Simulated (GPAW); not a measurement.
SnSe: dielectric tensor with LDA

Crystal: SnSe.

```
Sn Se
1.0
     0.00000    3.01000    3.01000
     3.01000    0.00000    3.01000
     3.01000    3.01000    0.00000
Sn Se
1 1
Direct
  0.00000 0.00000 0.00000
  0.50000 0.50000 0.50000
```

Measurements of this composition are mostly on another form, of space group No. 62.

```yaml
Program: GPAW 26.7.0
Task: dielectric tensor
Functional: LDA
Potentials_or_basis: the program's PAW data sets (release 1.2.1) made for this functional
Cutoff: 450 eV
Basis: pw
k_mesh: 6 × 6 × 6
Occupations: fermi-dirac, width 0.001 eV
Spin: no spin polarisation
Response_ecut: 80 eV
Maxiter: 150
Response_k_mesh: 19 × 19 × 19
Response_bands: 30
Kernels: "[\"RPA\", \"LR0.2\", \"LR0.3\"]"
Coarser_k_mesh: 14 × 14 × 14
```

- Band gap on the k mesh: 0.61 eV, direct
- Electronic dielectric tensor (diagonal): 544.05

Electronic dielectric tensor:
```
544.05   0.00   0.00
  0.00 544.05   0.00
  0.00   0.00 544.05
```

Wall time 5.2 min on 1 thread of Arm Neoverse V2, with other jobs on the host, peak memory 0.59 GiB.

Caveat: the dielectric constant isn't converged in the k mesh; the gap is small at this level, which inflates the dielectric constant; the long-wavelength limit can be off by a per cent or two; spin-orbit coupling is left out, which moves the levels of the heavy elements; an odd mesh through Γ misses points on the zone boundary, where band edges often lie.
